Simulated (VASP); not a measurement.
# ScAl3 (Pm-3m) in VASP: notebook

The runs below take ScAl3 through relaxation of cell and atoms, with PBEsol, LDA.

All numbers are computed with VASP 6.6.1; they aren't measurements. Logs are shortened: lines on timing, memory, paths and dates and some standing lists are left out, and cuts for length are marked.

## 1. The structure

It takes space group Pm-3m (No. 221, cubic). Conventional cell: a = 4.088 Å, b = 4.088 Å, c = 4.088 Å, α = 90.00°, β = 90.00°, γ = 90.00°. Around Sc (site symmetry m-3m) lie 12 Al at 2.89 Å. Around Al (site symmetry 4/mmm) lie 4 Sc at 2.89 Å and 8 Al at 2.89 Å.

The cell is a database's computed one.

## 2. Relaxation of cell and atoms, PBEsol

File INCAR:

```
SYSTEM = ScAl3
ALGO = Fast ; EDIFF = 1E-7
EDIFFG = -0.005 ; ENCUT = 600
GGA = PS ; IBRION = 2
ISIF = 3 ; ISMEAR = 0
LASPH = .TRUE. ; LCHARG = .FALSE.
LREAL = .FALSE. ; LWAVE = .FALSE.
NELM = 100 ; NSW = 90
PREC = Accurate ; SIGMA = 0.1
```

File KPOINTS:

```
k-points
0
G
  10 10 10
  0 0 0
```

File POSCAR:

```
ScAl3
1.0
    4.0878065700      0.0000000000      0.0000000000
    0.0000000000      4.0878065700      0.0000000000
    0.0000000000      0.0000000000      4.0878065700
Sc Al
1 3
Direct
    0.0000000000      0.0000000000      0.0000000000
    0.5000000000      0.0000000000      0.5000000000
    0.0000000000      0.5000000000      0.5000000000
    0.5000000000      0.5000000000      0.0000000000
```

Potentials or basis: VASP PAW PBE potentials, release 64 (Sc_sv, Al).

On the command line:

```
cat potpaw_PBE.64/Sc_sv/POTCAR potpaw_PBE.64/Al/POTCAR > POTCAR
mpirun -np 1 vasp_std > vasp.out
```

OUTCAR:

```text
SYSTEM = ScAl3
   EDIFF = 1E-7
   EDIFFG = -0.005
   ENCUT = 600
   GGA = PS
   IBRION = 2
   ISIF = 3
   ISMEAR = 0
   LASPH = .TRUE.
   LREAL = .FALSE.
   NELM = 100
   NSW = 90
   PREC = Accurate

 ion  position               nearest neighbor table
   1  0.000  0.000  0.000-   2 2.89   3 2.89   4 2.89   2 2.89   3 2.89   3 2.89   4 2.89   3 2.89
                             2 2.89   4 2.89   2 2.89   4 2.89
   2  0.500  0.000  0.500-   1 2.89   3 2.89   4 2.89   1 2.89   4 2.89   3 2.89   4 2.89   4 2.89
                             1 2.89   3 2.89   1 2.89   3 2.89
   3  0.000  0.500  0.500-   1 2.89   2 2.89   4 2.89   1 2.89   4 2.89   1 2.89   2 2.89   1 2.89
                             2 2.89   4 2.89   4 2.89   2 2.89
   4  0.500  0.500  0.000-   1 2.89   2 2.89   3 2.89   2 2.89   3 2.89   1 2.89   2 2.89   2 2.89
                             1 2.89   3 2.89   3 2.89   1 2.89

  LATTYP: Found a simple cubic cell.
 ALAT       =     4.0878065700

  Lattice vectors:

 A1 = (   4.0878065700,   0.0000000000,   0.0000000000)
 A2 = (   0.0000000000,   4.0878065700,   0.0000000000)
 A3 = (   0.0000000000,   0.0000000000,   4.0878065700)

Analysis of symmetry for initial positions (statically):
=====================================================================
 Subroutine PRICEL returns:
 Original cell was already a primitive cell.

 Routine SETGRP: Setting up the symmetry group for a
 simple cubic supercell.

 Subroutine GETGRP returns: Found 48 space group operations
 (whereof 48 operations were pure point group operations)
 out of a pool of 48 trial point group operations.

The static configuration has the point symmetry O_h .

Analysis of symmetry for dynamics (positions and initial velocities):
=====================================================================
 Subroutine PRICEL returns:
 Original cell was already a primitive cell.

 Routine SETGRP: Setting up the symmetry group for a
 simple cubic supercell.

 Subroutine GETGRP returns: Found 48 space group operations
 (whereof 48 operations were pure point group operations)
 out of a pool of 48 trial point group operations.

The dynamic configuration has the point symmetry O_h .

 Subroutine INISYM returns: Found 48 space group operations
 (whereof 48 operations are pure point group operations),
 and found     1 'primitive' translations

----------------------------------------------------------------------------------------

                                     Primitive cell

  volume of cell :      68.3079

  direct lattice vectors                    reciprocal lattice vectors
     4.087806570  0.000000000  0.000000000     0.244629970  0.000000000  0.000000000
     0.000000000  4.087806570  0.000000000     0.000000000  0.244629970  0.000000000
     0.000000000  0.000000000  4.087806570     0.000000000  0.000000000  0.244629970

  length of vectors
     4.087806570  4.087806570  4.087806570     0.244629970  0.244629970  0.244629970

  position of ions in fractional coordinates (direct lattice)
     0.000000000  0.000000000  0.000000000
     0.500000000  0.000000000  0.500000000
     0.000000000  0.500000000  0.500000000
     0.500000000  0.500000000  0.000000000

  ion indices of the primitive-cell ions
   primitive index   ion index
                 1           1
                 2           2
                 3           3
                 4           4

----------------------------------------------------------------------------------------

 KPOINTS: k-points

Automatic generation of k-mesh.
 Grid dimensions read from file:
 generate k-points for:   10   10   10

 Generating k-lattice:

  Cartesian coordinates                     Fractional coordinates (reciprocal lattice)
     0.024462997  0.000000000  0.000000000     0.100000000  0.000000000  0.000000000
     0.000000000  0.024462997  0.000000000     0.000000000  0.100000000  0.000000000
     0.000000000  0.000000000  0.024462997     0.000000000  0.000000000  0.100000000

  Length of vectors
     0.024462997  0.024462997  0.024462997

  Shift w.r.t. Gamma in fractional coordinates (k-lattice)
     0.000000000  0.000000000  0.000000000

 Subroutine IBZKPT returns following result:
 ===========================================

 Found     56 irreducible k-points:

 Following reciprocal coordinates:
            Coordinates               Weight
  0.000000  0.000000  0.000000      1.000000
  0.100000  0.000000  0.000000      6.000000
  0.200000  0.000000  0.000000      6.000000
  0.300000  0.000000  0.000000      6.000000
  0.400000  0.000000  0.000000      6.000000
  0.500000  0.000000  0.000000      3.000000
[... 16 lines left out ...]
  0.200000  0.100000  0.100000     24.000000
  0.300000  0.100000  0.100000     24.000000
 [... further k-points ...]
   k-points           NKPTS =     56   k-points in BZ     NKDIM =     56   number of bands    NBANDS=     14
   number of dos      NEDOS =    301   number of ions     NIONS =      4
   total plane-waves  NPLWV =  46656
   dimension x,y,z NGX =    36 NGY =   36 NGZ =   36
   dimension x,y,z NGXF=    72 NGYF=   72 NGZF=   72
   ions per type =               1   3
   NGX,Y,Z   is equivalent  to a cutoff of  14.64, 14.64, 14.64 a.u.
   NGXF,Y,Z  is equivalent  to a cutoff of  29.28, 29.28, 29.28 a.u.
 SYSTEM =  ScAl3
   PREC   = accura    normal or accurate (medium, high low for compatibility)
   ISTART =      0    job   : 0-new  1-cont  2-samecut
   ICHARG =      2    charge: 1-file 2-atom 10-const
   ISPIN  =      1    spin polarized calculation?
   LNONCOLLINEAR =      F non collinear calculations
   LSORBIT =      F    spin-orbit coupling
   LASPH  =      T    aspherical Exc in radial PAW
   ENCUT  =  600.0 eV  44.10 Ry    6.64 a.u.   8.16  8.16  8.16*2*pi/ulx,y,z
   NELM   =    100;   NELMIN=  2; NELMDL= -5     # of ELM steps
   EDIFF  = 0.1E-06   stopping-criterion for ELM
   LREAL  =      F    real-space projection
   EDIFFG = -.5E-02   stopping-criterion for IOM
   NSW    =     90    number of steps for IOM
   IBRION =      2    ionic relax: 0-MD 1-quasi-New 2-CG
   NFREE  =      1    steps in history (QN), initial steepest desc. (CG)
   ISIF   =      3    stress and relaxation
   ISYM   =      2    0-nonsym 1-usesym 2-fastsym
   POTIM  = 0.5000    time-step for ionic-motion
   TEBEG  =    0.0;   TEEND  =   0.0 temperature during run
   PSTRESS=    0.0 pullay stress
   NELECT =      20.0000    total number of electrons
   NUPDOWN=      -1.0000    fix difference up-down
   EMIN   =  10.00;   EMAX   =-10.00  energy-range for DOS
   EFERMI =   0.00;   METHOD = LEGACY
   ISMEAR =     0;   SIGMA  =   0.10  broadening in eV -4-tet -1-fermi 0-gaus
   EFERMI_NEDOS =   21; number of points for ismear=-14 and -15
   IALGO  =     68    algorithm
   IMIX   =      4    mixing-type and parameters
     AMIX     =   0.40;   BMIX     =  1.00
     AMIX_MAG =   1.60;   BMIX_MAG =  1.00
  volume/ion in A,a.u.               =      17.08       115.24
  Fermi-wavevector in a.u.,A,eV,Ry     =   1.087079  2.054282 16.078563  1.181741
  Thomas-Fermi vector in A             =   2.223230
   LORBIT       =      0    0 simple, 1 ext, 2 COOP (PROOUT), +10 PAW based schemes
   GGA     = PS    functional components
   LHFCALC =     F    Hartree Fock is set to
   AEXX    =    0.0000 exact exchange contribution
   IVDW    =     0    specifies the selected vdW correction
   LEPSILON=     F    determine dielectric tensor
   LRPA    =     F    only Hartree local field effects (RPA)
 conjugate gradient relaxation of ions
 non-spin polarized calculation
 RMM-DIIS sequential band-by-band and
 Gauss-broadening in eV      SIGMA  =   0.10
  energy-cutoff  :      600.00
  volume of cell :       68.31
 maximum number of plane-waves:      2301
 NGX is ok and might be reduce to    36
   NGX = 17   NGY = 17   NGZ = 17

--------------------------------------- Ionic step        1  -------------------------------------------

 number of electron      20.0000002 magnetization

 Free energy of the ion-electron system (eV)
  ---------------------------------------------------
  ext. energy  EPLUGINS =         0.00000000
  ---------------------------------------------------
  free energy    TOTEN  =       -20.76517027 eV

  energy without entropy =      -20.75932617  energy(sigma->0) =      -20.76224822

------------------------ aborting loop because EDIFF is reached ----------------------------------------

  FORCE on cell =-STRESS in cart. coord.  units (eV):
  Direction    XX          YY          ZZ          XY          YZ          ZX
  --------------------------------------------------------------------------------------
  -------------------------------------------------------------------------------------
  Total       -0.4127857     -0.4127857     -0.4127857      0.0000000     -0.0000000      0.0000000
  in kB       -9.6819808     -9.6819808     -9.6819808      0.0000000     -0.0000000      0.0000000
  external PRESSURE =      -9.6819808 kB  Pullay stress =       0.0000000 kB
[... 61 lines left out ...]
  energy  without entropy=      -20.7616243570  energy(sigma->0) =      -20.76435689

--------------------------------------- Ionic step        3  -------------------------------------------

 number of electron      20.0000003 magnetization

 Free energy of the ion-electron system (eV)
  ---------------------------------------------------
  ext. energy  EPLUGINS =         0.00000000
  ---------------------------------------------------
  free energy    TOTEN  =       -20.76742308 eV

  energy without entropy =      -20.76185995  energy(sigma->0) =      -20.76464152

 E-fermi :   7.3123     XC(G=0): -10.5413

 val. band max:        7.3093916579   @ k =   0.3000   0.0000   0.0000
 cond. band min:       7.3460553001   @ k =   0.5000   0.3000   0.2000
 fundamental gap:      0.0366636422
 Fermi energy:         7.3122851285

 k-point     1 :       0.0000    0.0000    0.0000
  band No.  band energies     occupation
      1     -41.4067      2.00000
      2     -20.2101      2.00000
      3     -20.2101      2.00000
      4     -20.2101      2.00000
      5      -2.7795      2.00000
      6       4.6614      2.00000
      7       4.6614      2.00000
      8       5.4919      2.00000
      9       5.4919      2.00000
     10       5.4919      2.00000
     11       8.5187      0.00000
     12       8.6036      0.00000
     13       8.6036      0.00000
     14       8.6036      0.00000
[... 375 lines left out ...]
 k-point    24 :       0.3000    0.1000    0.1000
  band No.  band energies     occupation
      1     -41.4055      2.00000
      2     -20.2323      2.00000
      3     -20.2114      2.00000
      4     -20.2111      2.00000
      5      -1.7846      2.00000
      6       1.7449      2.00000
      7       4.3463      2.00000
      8       4.9404      2.00000
      9       6.1020      2.00000
     10       7.5272      0.00237
     11       7.9332      0.00000
     12       8.3321      0.00000
     13       9.2666      0.00000
     14       9.9932      0.00000

 [... further k-points ...]
[... 5 lines left out ...]
  --------------------------------------------------------------------------------------
  -------------------------------------------------------------------------------------
  Total        0.0033324      0.0033324      0.0033324     -0.0000000     -0.0000000      0.0000000
  in kB        0.0790141      0.0790141      0.0790141     -0.0000000     -0.0000000      0.0000000
  external PRESSURE =       0.0790141 kB  Pullay stress =       0.0000000 kB
[... 19 lines left out ...]
  FREE ENERGIE OF THE ION-ELECTRON SYSTEM (eV)
  ---------------------------------------------------
  free  energy   TOTEN  =       -20.7674230808 eV

  energy  without entropy=      -20.7618599527  energy(sigma->0) =      -20.76464152

 reached required accuracy - stopping structural energy minimisation
```

It took 92 s on 1 thread of Intel Xeon 6975P-C (Granite Rapids), shared host; peak memory 0.26 GiB.

Results:

| Item | Value |
| --- | --- |
| Free energy | -20.7674 eV |
| Relaxed volume | 16.89 Å³/atom |
| Relaxed cell | a = 4.073 Å, b = 4.073 Å, c = 4.073 Å, α = 90.00°, β = 90.00°, γ = 90.00° |
| Space group after relaxing (to 0.05 Å) | Pm-3m (No. 221) |
| Energy gained by relaxing | 0.6 meV/atom |
| Ionic steps | 3 |
| Pressure after relaxing | 0.0 GPa |
| Band gap on the k mesh | none (metal or under the smearing width) |

The path:
| step | energy change (eV) | largest force (eV/Å) | pressure (GPa) | volume (Å³) |
| --- | --- | --- | --- | --- |
| 1 | 0.0000 | 0.0000 | -0.97 | 68.31 |
| 2 | -0.0019 | 0.0000 | 0.39 | 67.29 |
| 3 | -0.0023 | 0.0000 | 0.01 | 67.57 |

Final structure:
```
CELL_PARAMETERS angstrom
4.07306 0.00000 0.00000
0.00000 4.07306 0.00000
0.00000 0.00000 4.07306
ATOMIC_POSITIONS crystal
Sc 0.00000 0.00000 0.00000
Al 0.50000 0.00000 0.50000
Al 0.00000 0.50000 0.50000
Al 0.50000 0.50000 0.00000
```

Levels at points of the mesh, in eV from the Fermi level:
| k point | band 7 | band 8 | band 9 | band 10 | band 11 | band 12 | band 13 | band 14 |
| --- | --- | --- | --- | --- | --- | --- | --- | --- |
| (0.00, 0.00, 0.00) | -2.65 | -1.82 | -1.82 | -1.82 | 1.21 | 1.29 | 1.29 | 1.29 |
| (0.50, 0.00, 0.00) | -1.74 | -1.74 | -1.52 | 0.93 | 1.01 | 1.01 | 1.33 | 1.63 |
| (0.50, 0.50, 0.00) | -5.65 | -4.40 | -0.56 | -0.56 | 1.20 | 1.36 | 2.07 | 2.51 |
| (0.50, 0.50, 0.50) | -4.82 | -4.53 | -2.97 | -2.97 | -2.97 | 0.93 | 2.62 | 2.62 |

Caveat: the PAW data sets were made with another functional, which shifts forces and pressure a little.

## 3. Relaxation of cell and atoms, LDA

Edit INCAR of step 2 so:

```diff
@@ -3,3 +3,3 @@
 EDIFFG = -0.005 ; ENCUT = 600
-GGA = PS ; IBRION = 2
+GGA = CA ; IBRION = 2
 ISIF = 3 ; ISMEAR = 0
```

KPOINTS is that of step 2.

POSCAR is that of step 2.

Potentials or basis: VASP PAW LDA potentials, release 64 (Sc_sv, Al).

On the command line:

```
cat potpaw_LDA.64/Sc_sv/POTCAR potpaw_LDA.64/Al/POTCAR > POTCAR
mpirun -np 1 vasp_std > vasp.out
```

It took 96 s on 1 thread of Intel Xeon 6975P-C (Granite Rapids), shared host; peak memory 0.23 GiB.

It converged, with:

```
Free energy                            : -21.2930 eV
Relaxed volume                         : 16.41 Å³/atom
Relaxed cell                           : a = 4.034 Å, b = 4.034 Å, c = 4.034 Å, α = 90.00°, β = 90.00°, γ = 90.00°
Space group after relaxing (to 0.05 Å) : Pm-3m (No. 221)
Energy gained by relaxing              : 7.7 meV/atom
Ionic steps                            : 3
Pressure after relaxing                : 0.0 GPa
Band gap on the k mesh                 : none (metal or under the smearing width)
```

The path:
| step | energy change (eV) | largest force (eV/Å) | pressure (GPa) | volume (Å³) |
| --- | --- | --- | --- | --- |
| 1 | 0.0000 | 0.0000 | -3.55 | 68.31 |
| 2 | -0.0259 | 0.0000 | 1.54 | 64.63 |
| 3 | -0.0307 | 0.0000 | 0.00 | 65.63 |

Final structure:
```xyz
4
Lattice="4.0337 0.0000 0.0000 0.0000 4.0337 0.0000 0.0000 0.0000 4.0337" Properties=species:S:1:pos:R:3 pbc="T T T"
Sc    0.0000    0.0000    0.0000
Al    2.0169    0.0000    2.0169
Al    0.0000    2.0169    2.0169
Al    2.0169    2.0169    0.0000
```

Levels at points of the mesh, in eV from the Fermi level:
| k point | band 8 | band 9 | band 10 | band 11 | band 12 | band 13 |
| --- | --- | --- | --- | --- | --- | --- |
| (0.00, 0.00, 0.00) | -1.81 | -1.81 | -1.81 | 1.28 | 1.28 | 1.28 |
| (0.50, 0.00, 0.00) | -1.78 | -1.57 | 1.00 | 1.08 | 1.08 | 1.40 |
| (0.50, 0.50, 0.00) | -4.43 | -0.59 | -0.59 | 1.22 | 1.38 | 2.10 |
| (0.50, 0.50, 0.50) | -4.59 | -2.94 | -2.94 | -2.94 | 1.05 | 2.63 |
